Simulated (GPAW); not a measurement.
Runs of GPAW 26.7.0 on TiAl. It takes space group Pm-3m (No. 221, cubic). Conventional cell: a = 3.179 Å, b = 3.179 Å, c = 3.179 Å, α = 90.00°, β = 90.00°, γ = 90.00°. Ti (site symmetry m-3m) is surrounded by 8 Al at 2.75 Å. Al (site symmetry m-3m) is surrounded by 8 Ti at 2.75 Å. The cell comes from a database or a generator and needn't be the stable form of this composition.

```csv
task,level,potentials or basis,spin,U,cell,smearing,optimizer,fmax,max steps,convergence,U projector left unscaled,gap on the mesh (eV),pressure (GPa),relaxed volume (Å³/atom)
relaxation of cell and atoms,PBEsol+D3(BJ),"PAW data sets generated in the run's folder for this functional, pw",off,-,relaxed,fermi-dirac 0.05 eV,BFGS,0.02 eV/Å,60,density=1e-05 forces=0.0001,-,none,0.0,(a)
single point,PBEsol+D4+U,"PAW data sets generated in the run's folder for this functional, pw",off,Ti d U = 4.5 eV,as given,fermi-dirac 0.05 eV,-,-,-,-,-,none,-0.3,-
single point,LDA,"the program's PAW data sets (release 1.2.1) made for this functional, pw",off,-,as given,gaussian 0.1 eV,-,-,-,-,-,none,-5.9,-
band structure,BLYP+D3M(BJ)+U,"PAW data sets generated in the run's folder for this functional, pw","collinear, ferromagnetic start",Ti d U = 3 eV,as given,fermi-dirac 0.05 eV,-,-,-,-,no,-,(b),-
relaxation of cell and atoms,PBEsol+D3(BJ)+ATM,"PAW data sets generated in the run's folder for this functional, pw",off,-,relaxed,fermi-dirac 0.05 eV,BFGS,0.02 eV/Å,60,density=1e-05 forces=0.0001,-,none,0.0,15.20
```

Alike in all rows: k mesh 8 × 8 × 8; cutoff (eV) 600.

Task: Fill in the values left out.

Result: (a) 15.09; (b) -4.9.

Caveats: pairwise dispersion overbinds metals, which lowers pressure and volume (some runs); later steps reuse the first step's grids (some runs); the U is typed as a test and isn't derived for this compound (some runs); U without spin polarisation on a metal has little footing (some runs).

A k mesh can miss the band edges.

A gap of «none» marks a metal or a gap under the smearing width.

Not every run made on this cell is shown here.
